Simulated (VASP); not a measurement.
# HfN (Fm-3m) in VASP: a series of runs

The runs below take HfN through relaxation of cell and atoms, with r2SCAN.

Everything below comes from runs of VASP 6.6.1. Logs are shortened: lines on timing, memory, paths and dates and some standing lists are left out, and cuts for length are marked.

## (1) The structure

It takes space group Fm-3m (No. 225, cubic). Conventional cell: a = 4.512 Å, b = 4.512 Å, c = 4.512 Å, α = 90.00°, β = 90.00°, γ = 90.00°. Hf (site symmetry m-3m) is surrounded by 6 N at 2.26 Å. N (site symmetry m-3m) has 6 Hf at 2.26 Å as nearest neighbours.

## (2) Relaxation of cell and atoms, r2SCAN

INCAR

```
PREC = Accurate
ENCUT = 600
EDIFF = 1E-6
ISMEAR = 1
SIGMA = 0.1
LREAL = False
LASPH = True
NELM = 80
ALGO = Normal
ISIF = 3
LWAVE = False
LCHARG = False
METAGGA = R2SCAN
LMIXTAU = True
IBRION = 2
NSW = 90
EDIFFG = -0.01
```

KPOINTS

```
Automatic mesh
0
Gamma
  14 14 14
```

POSCAR

```
HfN
1.0
    0.0000000000      2.2560000000      2.2560000000
    2.2560000000      0.0000000000      2.2560000000
    2.2560000000      2.2560000000      0.0000000000
Hf N
1 1
Direct
    0.0000000000      0.0000000000      0.0000000000
    0.5000000000      0.5000000000      0.5000000000
```

Potentials or basis: VASP PAW PBE potentials, release 64 (Hf_pv, N).

Run with:

```
$ cat potpaw_PBE.64/Hf_pv/POTCAR potpaw_PBE.64/N/POTCAR > POTCAR
$ mpirun -np 1 vasp_std > vasp.out
```

OUTCAR:

```text
PREC = Accurate
   ENCUT = 600
   EDIFF = 1E-6
   ISMEAR = 1
   LREAL = False
   LASPH = True
   NELM = 80
   ISIF = 3
   METAGGA = R2SCAN
   IBRION = 2
   NSW = 90
   EDIFFG = -0.01

 ion  position               nearest neighbor table
   1  0.000  0.000  0.000-   2 2.26   2 2.26   2 2.26   2 2.26   2 2.26   2 2.26
   2  0.500  0.500  0.500-   1 2.26   1 2.26   1 2.26   1 2.26   1 2.26   1 2.26

  LATTYP: Found a face centered cubic cell.
 ALAT       =     4.5120000000

  Lattice vectors:

 A1 = (   0.0000000000,   2.2560000000,   2.2560000000)
 A2 = (   2.2560000000,   0.0000000000,   2.2560000000)
 A3 = (   2.2560000000,   2.2560000000,   0.0000000000)

Analysis of symmetry for initial positions (statically):
=====================================================================
 Subroutine PRICEL returns:
 Original cell was already a primitive cell.

 Routine SETGRP: Setting up the symmetry group for a
 face centered cubic supercell.

 Subroutine GETGRP returns: Found 48 space group operations
 (whereof 48 operations were pure point group operations)
 out of a pool of 48 trial point group operations.

The static configuration has the point symmetry O_h .

Analysis of symmetry for dynamics (positions and initial velocities):
=====================================================================
 Subroutine PRICEL returns:
 Original cell was already a primitive cell.

 Routine SETGRP: Setting up the symmetry group for a
 face centered cubic supercell.

 Subroutine GETGRP returns: Found 48 space group operations
 (whereof 48 operations were pure point group operations)
 out of a pool of 48 trial point group operations.

The dynamic configuration has the point symmetry O_h .

 Subroutine INISYM returns: Found 48 space group operations
 (whereof 48 operations are pure point group operations),
 and found     1 'primitive' translations

----------------------------------------------------------------------------------------

                                     Primitive cell

  volume of cell :      22.9640

  direct lattice vectors                    reciprocal lattice vectors
     0.000000000  2.256000000  2.256000000    -0.221631206  0.221631206  0.221631206
     2.256000000  0.000000000  2.256000000     0.221631206 -0.221631206  0.221631206
     2.256000000  2.256000000  0.000000000     0.221631206  0.221631206 -0.221631206

  length of vectors
     3.190465797  3.190465797  3.190465797     0.383876509  0.383876509  0.383876509

  position of ions in fractional coordinates (direct lattice)
     0.000000000  0.000000000  0.000000000
     0.500000000  0.500000000  0.500000000

  ion indices of the primitive-cell ions
   primitive index   ion index
                 1           1
                 2           2

----------------------------------------------------------------------------------------

 KPOINTS: Automatic mesh

Automatic generation of k-mesh.
 Grid dimensions read from file:
 generate k-points for:   14   14   14

 Generating k-lattice:

  Cartesian coordinates                     Fractional coordinates (reciprocal lattice)
    -0.015830800  0.015830800  0.015830800     0.071428571  0.000000000  0.000000000
     0.015830800 -0.015830800  0.015830800     0.000000000  0.071428571  0.000000000
     0.015830800  0.015830800 -0.015830800     0.000000000  0.000000000  0.071428571

  Length of vectors
     0.027419751  0.027419751  0.027419751

  Shift w.r.t. Gamma in fractional coordinates (k-lattice)
     0.000000000  0.000000000  0.000000000

 Subroutine IBZKPT returns following result:
 ===========================================

 Found    104 irreducible k-points:

 Following reciprocal coordinates:
            Coordinates               Weight
  0.000000  0.000000  0.000000      1.000000
  0.071429  0.000000  0.000000      8.000000
  0.142857  0.000000  0.000000      8.000000
  0.214286  0.000000  0.000000      8.000000
  0.285714  0.000000  0.000000      8.000000
  0.357143  0.000000  0.000000      8.000000
[... 16 lines left out ...]
  0.214286  0.142857  0.000000     24.000000
  0.285714  0.142857  0.000000     24.000000
 [... further k-points ...]
   k-points           NKPTS =    104   k-points in BZ     NKDIM =    104   number of bands    NBANDS=     11
   number of dos      NEDOS =    301   number of ions     NIONS =      2
   total plane-waves  NPLWV =  21952
   dimension x,y,z NGX =    28 NGY =   28 NGZ =   28
   dimension x,y,z NGXF=    56 NGYF=   56 NGZF=   56
   ions per type =               1   1
   NGX,Y,Z   is equivalent  to a cutoff of  14.59, 14.59, 14.59 a.u.
   NGXF,Y,Z  is equivalent  to a cutoff of  29.18, 29.18, 29.18 a.u.
 SYSTEM =  unknown system
   PREC   = accura    normal or accurate (medium, high low for compatibility)
   ISTART =      0    job   : 0-new  1-cont  2-samecut
   ICHARG =      2    charge: 1-file 2-atom 10-const
   ISPIN  =      1    spin polarized calculation?
   LNONCOLLINEAR =      F non collinear calculations
   LSORBIT =      F    spin-orbit coupling
   LASPH  =      T    aspherical Exc in radial PAW
   ENCUT  =  600.0 eV  44.10 Ry    6.64 a.u.   6.37  6.37  6.37*2*pi/ulx,y,z
   NELM   =     80;   NELMIN=  2; NELMDL= -5     # of ELM steps
   EDIFF  = 0.1E-05   stopping-criterion for ELM
   LREAL  =      F    real-space projection
   EDIFFG = -.1E-01   stopping-criterion for IOM
   NSW    =     90    number of steps for IOM
   IBRION =      2    ionic relax: 0-MD 1-quasi-New 2-CG
   NFREE  =      1    steps in history (QN), initial steepest desc. (CG)
   ISIF   =      3    stress and relaxation
   ISYM   =      2    0-nonsym 1-usesym 2-fastsym
   POTIM  = 0.5000    time-step for ionic-motion
   TEBEG  =    0.0;   TEEND  =   0.0 temperature during run
   PSTRESS=    0.0 pullay stress
   NELECT =      15.0000    total number of electrons
   NUPDOWN=      -1.0000    fix difference up-down
   EMIN   =  10.00;   EMAX   =-10.00  energy-range for DOS
   EFERMI =   0.00;   METHOD = LEGACY
   ISMEAR =     1;   SIGMA  =   0.10  broadening in eV -4-tet -1-fermi 0-gaus
   EFERMI_NEDOS =   21; number of points for ismear=-14 and -15
   IALGO  =     38    algorithm
   IMIX   =      4    mixing-type and parameters
     AMIX     =   0.40;   BMIX     =  1.00
     AMIX_MAG =   1.60;   BMIX_MAG =  1.00
  volume/ion in A,a.u.               =      11.48        77.48
  Fermi-wavevector in a.u.,A,eV,Ry     =   1.420440  2.684242 27.451783  2.017649
  Thomas-Fermi vector in A             =   2.541355
   LORBIT       =      0    0 simple, 1 ext, 2 COOP (PROOUT), +10 PAW based schemes
   METAGGA = R2SCAN    functional components
   LHFCALC =     F    Hartree Fock is set to
   AEXX    =    0.0000 exact exchange contribution
   IVDW    =     0    specifies the selected vdW correction
   LEPSILON=     F    determine dielectric tensor
   LRPA    =     F    only Hartree local field effects (RPA)
 conjugate gradient relaxation of ions
 non-spin polarized calculation
 Methfessel and Paxton  Order N= 1 SIGMA  =   0.10
  energy-cutoff  :      600.00
  volume of cell :       22.96
 maximum number of plane-waves:       779
 NGX is ok and might be reduce to    28
   NGX = 13   NGY = 13   NGZ = 13

 number of electron      15.0000002 magnetization

 Free energy of the ion-electron system (eV)
  ---------------------------------------------------
  ext. energy  EPLUGINS =         0.00000000
  ---------------------------------------------------
  free energy    TOTEN  =       -58.23264421 eV

  energy without entropy =      -58.23240939  energy(sigma->0) =      -58.23256593

 E-fermi :   8.5627     XC(G=0): -13.5848

 val. band max:        8.5444733587   @ k =   0.5000   0.2143   0.0000
 cond. band min:       8.5908821379   @ k =   0.3571   0.1429   0.0714
 fundamental gap:      0.0464087792
 Fermi energy:         8.5627014538

 k-point     1 :       0.0000    0.0000    0.0000
  band No.  band energies     occupation
      1     -23.9535      2.00000
      2     -23.9535      2.00000
      3     -23.9535      2.00000
      4     -10.1581      2.00000
      5       5.1351      2.00000
      6       5.1351      2.00000
      7       5.1351      2.00000
      8       8.2264      2.00002
      9       8.2264      2.00002
     10       8.2264      2.00002
     11      10.5875      0.00000

 k-point     2 :       0.0714    0.0000    0.0000
  band No.  band energies     occupation
      1     -24.0073      2.00000
      2     -23.9577      2.00000
      3     -23.9577      2.00000
      4     -10.0393      2.00000
      5       4.6294      2.00000
      6       4.8359      2.00000
      7       4.8359      2.00000
      8       8.3611      2.01519
      9       8.4023      2.04577
     10       8.4023      2.04577
     11      11.0456      0.00000

 k-point     3 :       0.1429    0.0000    0.0000
  band No.  band energies     occupation
      1     -24.1546      2.00000
      2     -23.9695      2.00000
      3     -23.9695      2.00000
      4      -9.7031      2.00000
      5       3.5242      2.00000
      6       4.1682      2.00000
      7       4.1682      2.00000
      8       8.5994      0.42237
      9       8.8627     -0.00019
     10       8.8627     -0.00019
     11      11.9757      0.00000

 k-point     4 :       0.2143    0.0000    0.0000
  band No.  band energies     occupation
      1     -24.3595      2.00000
      2     -23.9863      2.00000
      3     -23.9863      2.00000
      4      -9.2036      2.00000
      5       2.2791      2.00000
      6       3.4366      2.00000
      7       3.4366      2.00000
      8       8.9354     -0.00000
      9       9.5432     -0.00000
     10       9.5432     -0.00000
     11      13.0769      0.00000

 k-point     5 :       0.2857    0.0000    0.0000
  band No.  band energies     occupation
      1     -24.5771      2.00000
      2     -24.0049      2.00000
      3     -24.0049      2.00000
      4      -8.6198      2.00000
      5       1.1037      2.00000
      6       2.7925      2.00000
      7       2.7925      2.00000
      8       9.4719     -0.00000
      9      10.3910     -0.00000
     10      10.3910     -0.00000
     11      13.9919      0.00000
[... 211 lines left out ...]
 k-point    21 :      -0.0714    0.0714    0.0000
  band No.  band energies     occupation
      1     -24.0802      2.00000
      2     -23.9850      2.00000
      3     -23.9555      2.00000
      4      -9.8518      2.00000
      5       3.8839      2.00000
      6       4.3060      2.00000
      7       4.7056      2.00000
      8       8.4204      2.06177
      9       8.4601      2.05530
     10       9.0150     -0.00000
     11      10.8198      0.00000

 k-point    22 :       0.1429    0.1429    0.0000
  band No.  band energies     occupation
      1     -24.1412      2.00000
      2     -24.0124      2.00000
      3     -24.0124      2.00000
      4      -9.6089      2.00000
      5       2.6907      2.00000
      6       4.5859      2.00000
      7       4.5859      2.00000
      8       7.2665      2.00000
      9       9.8133     -0.00000
     10       9.8133     -0.00000
     11      10.9285      0.00000

 k-point    23 :       0.2143    0.1429    0.0000
  band No.  band energies     occupation
      1     -24.2707      2.00000
      2     -24.0401      2.00000
      3     -24.0299      2.00000
      4      -9.3073      2.00000
      5       1.9918      2.00000
      6       4.1211      2.00000
      7       4.2592      2.00000
      8       7.1627      2.00000
      9      10.4140     -0.00000
     10      10.4486     -0.00000
     11      11.5039      0.00000

 k-point    24 :       0.2857    0.1429    0.0000
  band No.  band energies     occupation
      1     -24.4480      2.00000
      2     -24.0647      2.00000
      3     -24.0487      2.00000
      4      -8.9006      2.00000
      5       1.3421      2.00000
      6       3.3520      2.00000
      7       3.7211      2.00000
      8       7.4836      2.00000
      9      11.0568      0.00000
     10      11.1562      0.00000
     11      12.6174      0.00000

 [... further k-points ...]

------------------------ aborting loop because EDIFF is reached ----------------------------------------

  FORCE on cell =-STRESS in cart. coord.  units (eV):
  Direction    XX          YY          ZZ          XY          YZ          ZX
  --------------------------------------------------------------------------------------
  -------------------------------------------------------------------------------------
  Total       -0.0130926     -0.0130926     -0.0130926      0.0000000     -0.0000000      0.0000000
  in kB       -0.9134594     -0.9134594     -0.9134594      0.0000000     -0.0000000      0.0000000
  external PRESSURE =      -0.9134594 kB  Pullay stress =       0.0000000 kB

 VOLUME and BASIS-vectors are now :
 -----------------------------------------------------------------------------
  energy-cutoff  :      600.00
  volume of cell :       22.96
      direct lattice vectors                 reciprocal lattice vectors
     0.000000000  2.256000000  2.256000000    -0.221631206  0.221631206  0.221631206
     2.256000000  0.000000000  2.256000000     0.221631206 -0.221631206  0.221631206
     2.256000000  2.256000000  0.000000000     0.221631206  0.221631206 -0.221631206

 POSITION                                       TOTAL-FORCE (eV/Angst)
 -----------------------------------------------------------------------------------
      0.00000      0.00000      0.00000         0.000000      0.000000     -0.000000
      2.25600      2.25600      2.25600         0.000000     -0.000000      0.000000
 -----------------------------------------------------------------------------------
    total drift:                                0.000000      0.000000      0.000000

  FREE ENERGIE OF THE ION-ELECTRON SYSTEM (eV)
  ---------------------------------------------------
  free  energy   TOTEN  =       -58.2326442053 eV

  energy  without entropy=      -58.2324093873  energy(sigma->0) =      -58.23256593

 reached required accuracy - stopping structural energy minimisation
```

Wall time 88 s (1 thread of Intel Xeon 6975P-C (Granite Rapids), shared host); peak memory 0.19 GiB.

What came out:

| Property | Result |
| --- | --- |
| Free energy | -58.2326 eV |
| Pressure after relaxing | -0.1 GPa |
| Band gap on the k mesh | none (metal or under the smearing width) |

Final structure:
```
Hf N
1.0
     0.00000    2.25600    2.25600
     2.25600    0.00000    2.25600
     2.25600    2.25600    0.00000
Hf N
1 1
Direct
  0.00000 0.00000 0.00000
  0.50000 0.50000 0.50000
```

Levels at points of the mesh, in eV from the Fermi level:
```
           k point  band 4  band 5  band 6  band 7  band 8  band 9  band 10  band 11
(0.00, 0.00, 0.00)  -18.72   -3.43   -3.43   -3.43   -0.34   -0.34    -0.34     2.02
(0.50, 0.00, 0.00)  -16.01   -9.36   -6.67   -6.67    3.41    3.80     3.80     4.64
(0.50, 0.50, 0.00)  -17.67   -5.93   -4.13   -4.13   -3.91    4.16     5.59     5.59
```

Caveat: the relaxation stopped at its first step, so nothing moved; the PAW data sets were made with another functional, which shifts forces and pressure a little. The run has no spin-orbit coupling, so splittings on Hf are missing.

## (3) Relaxation of cell and atoms, r2SCAN

INCAR, as its differences from that of step 2:

```diff
@@ -2,3 +2,3 @@
 ENCUT = 600
-EDIFF = 1E-6
+EDIFF = 1E-7
 ISMEAR = 1
@@ -16,2 +16,2 @@
 NSW = 90
-EDIFFG = -0.01
+EDIFFG = -0.005
```

KPOINTS is that of step 2.

POSCAR

```
HfN                                     
1.0
    0.0000000000      2.2560000000      2.2560000000
    2.2560000000      0.0000000000      2.2560000000
    2.2560000000      2.2560000000      0.0000000000
  Hf              N             
     1     1
Direct
     0.0000000000000000    0.0000000000000000    0.0000000000000000
     0.5000000000000000    0.5000000000000000    0.5000000000000000
```

Potentials or basis: VASP PAW PBE potentials, release 64 (Hf_pv, N).

Run with:

```
$ cat potpaw_PBE.64/Hf_pv/POTCAR potpaw_PBE.64/N/POTCAR > POTCAR
$ mpirun -np 1 vasp_std > vasp.out
```

Wall time 3.1 min (1 thread of Intel Xeon 6975P-C (Granite Rapids), shared host); peak memory 0.2 GiB.

The run converged. Its results:

* Free energy: -58.2326 eV
* Relaxed volume: 11.48 Å³/atom
* Relaxed cell: a = 3.190 Å, b = 3.190 Å, c = 3.190 Å, α = 60.00°, β = 60.00°, γ = 60.00°
* Space group after relaxing (to 0.05 Å): Fm-3m (No. 225)
* Energy gained by relaxing: 0.0 meV/atom
* Ionic steps: 3
* Pressure after relaxing: 0.0 GPa
* Band gap on the k mesh: none (metal or under the smearing width)

Final structure:
```
Hf N
1.0
     0.00000    2.25577    2.25577
     2.25577    0.00000    2.25577
     2.25577    2.25577    0.00000
Hf N
1 1
Direct
  0.00000 0.00000 0.00000
  0.50000 0.50000 0.50000
```

Levels at points of the mesh, in eV from the Fermi level:
| k point | band 6 | band 7 | band 8 | band 9 | band 10 | band 11 |
| --- | --- | --- | --- | --- | --- | --- |
| (0.00, 0.00, 0.00) | -3.43 | -3.43 | -0.34 | -0.34 | -0.34 | 2.03 |
| (0.50, 0.00, 0.00) | -6.67 | -6.67 | 3.41 | 3.81 | 3.81 | 4.64 |
| (0.50, 0.50, 0.00) | -4.13 | -4.13 | -3.91 | 4.16 | 5.59 | 5.59 |

Caveat: the PAW data sets were made with another functional, which shifts forces and pressure a little. Spin-orbit coupling is left out, which matters for the levels of Hf.
